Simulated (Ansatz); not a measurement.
**SrTe: a single-point run**

Aim: a sound single-point run of SrTe. The structure is shown as the input types it.

Computed with Ansatz 0.2.0 (density functional or hybrid calculation with the settings of its input, plane waves (as first typed), unless a step's input says otherwise).

5 further runs of the same task are left out: 2 for a known fault of the program, 3 that didn't finish.

## 1. The structure to begin with

Symmetry: Fm-3m, No. 225, cubic system. The conventional cell has a = 6.706 Å, b = 6.706 Å, c = 6.706 Å, α = 90.00°, β = 90.00°, γ = 90.00°. Sr (site symmetry m-3m) has 6 Te at 3.35 Å as nearest neighbours. Te (site symmetry m-3m) has 6 Sr at 3.35 Å as nearest neighbours.

Coordinates:

```
Sr Te
1.0
     0.00000    3.35276    3.35276
     3.35276    0.00000    3.35276
     3.35276    3.35276    0.00000
Sr Te
1 1
Cartesian
  0.0000 0.0000 0.0000
  3.3528 3.3528 3.3528
```

## 2. Running it

input.yaml

```yaml
crystal:
  lattice:
    - [0.0, 3.3527582052, 3.3527582052]
    - [3.3527582052, 0.0, 3.3527582052]
    - [3.3527582052, 3.3527582052, 0.0]
  atoms:
    - { symbol: Sr, position: [0.0, 0.0, 0.0] }
    - { symbol: Te, position: [0.5, 0.5, 0.5] }
kpoints:
  mp_grid: { grid: [4, 4, 4] }
hamiltonian:
  xc: pbe
scf:
  occupations: { method: fixed }
  n_extra_bands: 4
  max_iter: 90
output:
  forces: true
  stress: true
  eigenvalues: true
basis:
  ecutwfc: 0
```

Run with:

```console
> ansatz run input.yaml --threads 4 --pin off --max-ram 3686MiB --backend cpu --events-out ev --progress --plain --runs-dir out
```

**Question.** How will this run end, and is anything wrong with its input?

Nothing was computed: the input was turned down at the start. It says: «invalid value for `basis.ecutwfc`: must be finite and > 0; got 0 eV»

Look at the input: basis.ecutwfc is 0. The number typed is not permitted for that setting.

Remedy: delete basis.ecutwfc (the default then holds).
